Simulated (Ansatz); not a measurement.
Reactions of C₄H₆ (`C=C1CC1`).

Computed with Ansatz on PBE0-D4/def2-TZVP structures; ΔE is electronic, products minus reactants. CCSD(T)/CBS adds triple-zeta CCSD(T) − MP2 to the extrapolated MP2 energy (def2 sets, frozen cores). This one scheme is used for every species, atoms too. Functionals use def2-TZVPP. B3LYP here is the variant with VWN-RPA as its local correlation; programs differ in this. Open shells (•) are unrestricted, without spin–orbit coupling. Spin–orbit coupling would lower the free atoms: a little for C. One conformer a species, not always the lowest.

```
                       reaction  PBE-D4 (eV)  B3LYP-D4 (eV)  B97M-V (eV)
          `C=C1CC1` → `CC1C=C1`         0.71           0.72         0.72
           `C=C1CC1` → `C=C=CC`        -0.25          -0.39        -0.27
        `C=C1CC1` → 4 C• + 6 H•        44.35          43.16        43.27
           `C=C1CC1` → `C=CC=C`        -0.69          -0.88        -0.76
          `C=C1CC1` → `CC1=CC1`         0.51           0.53         0.53
`C=C1CC1` → `C1[C@H]2C[C@@H]12`         0.30           0.47         0.26
          `C=C1CC1` → `C1=CCC1`        -0.25          -0.23        -0.24
            `C=C1CC1` → `CC#CC`        -0.29          -0.46        -0.33
            `C=C1CC1` → `C#CCC`         0.01          -0.19        -0.05
```

(1) Give the CCSD(T)/CBS values in the same order. (An estimate is asked.)

Largest T1 diagnostic: 0.011, for `C=C=CC`.

Results:

(1) Ansatz gave: 0.63, -0.31, 42.95, -0.86, 0.49, 0.30, -0.37, -0.48, -0.28 eV.
